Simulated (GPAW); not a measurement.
Crystal: Al.

```
Al
1.0
     0.00000    2.02481    2.02481
     2.02481    0.00000    2.02481
     2.02481    2.02481    0.00000
Al
1
Direct
  0.00000 0.00000 0.00000
```

* Program: GPAW 26.7.0
* Task: relaxation of cell and atoms
* Functional: BLYP
* Potentials or basis: PAW data sets generated in the run's folder for this functional
* Cutoff: 600 eV
* Basis: pw
* k mesh: 11 × 11 × 11
* Occupations: fermi-dirac, width 0.05 eV
* Spin: no spin polarisation

At the start: pressure 3.0 GPa; volume 16.60 Å³/atom.

Question: Where does the relaxation end?

Answer: Over 4 steps the energy falls by 6.9 meV/atom and the volume is 17.40 Å³/atom (+4.8 %); space group Fm-3m (No. 225, to 0.05 Å).

Step by step:
```tsv
step	energy change (eV)	largest force (eV/Å)	pressure (GPa)	volume (Å³)
1	0.0000	0.0000	3.02	16.60
2	-0.0026	0.0000	2.34	16.76
3	-0.0057	0.0000	1.21	17.04
4	-0.0069	0.0000	-0.06	17.40
```

Final structure:
```
Al
1.0
     0.00000    2.05654    2.05654
     2.05654    0.00000    2.05654
     2.05654    2.05654    0.00000
Al
1
Direct
  0.00000 0.00000 0.00000
```

The cell as given is a measured one (16.60 Å³/atom); BLYP puts the equilibrium volume +4.8 % from it, thermal expansion not counted.

Caveat: later steps reuse the first step's grids.
